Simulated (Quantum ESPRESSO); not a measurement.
The system is AlN.

```
Al N
1.0
     3.11300    0.00000    0.00000
    -1.55650    2.69594    0.00000
     0.00000    0.00000    4.98100
Al N
2 2
Direct
  0.33333 0.66667 0.00000
  0.66667 0.33333 0.50000
  0.33333 0.66667 0.38000
  0.66667 0.33333 0.88000
```

Base run:

| Quantity | Value |
| --- | --- |
| Program | Quantum ESPRESSO 7.5 |
| Functional | PBE |
| Potentials or basis | PseudoDojo 0.4.1 SR PBE standard |
| Cutoff | 1143 eV |
| Density cutoff | 4572 eV |
| k mesh | 8 × 8 × 5, shifted |
| Occupations | fermi-dirac, width 0.02 eV |
| Spin | no spin polarisation |

Its results: pressure 3.4 GPa; largest force 0.131 eV/Å; electronic dielectric tensor (diagonal) 4.41, 4.41, 4.60.

Question: The run is repeated on the same cell with these changes: functional from PBE to LDA; potentials or basis from PseudoDojo 0.4.1 SR PBE standard to PseudoDojo 0.4.1 SR LDA standard. What comes out?

Answer: Pressure -5.8 GPa; largest force 0.114 eV/Å; electronic dielectric tensor (diagonal) 4.42, 4.42, 4.60.

Caveats: the cell is more than 3 GPa from zero pressure, which shifts response properties.

Not every run made on this cell is shown here.
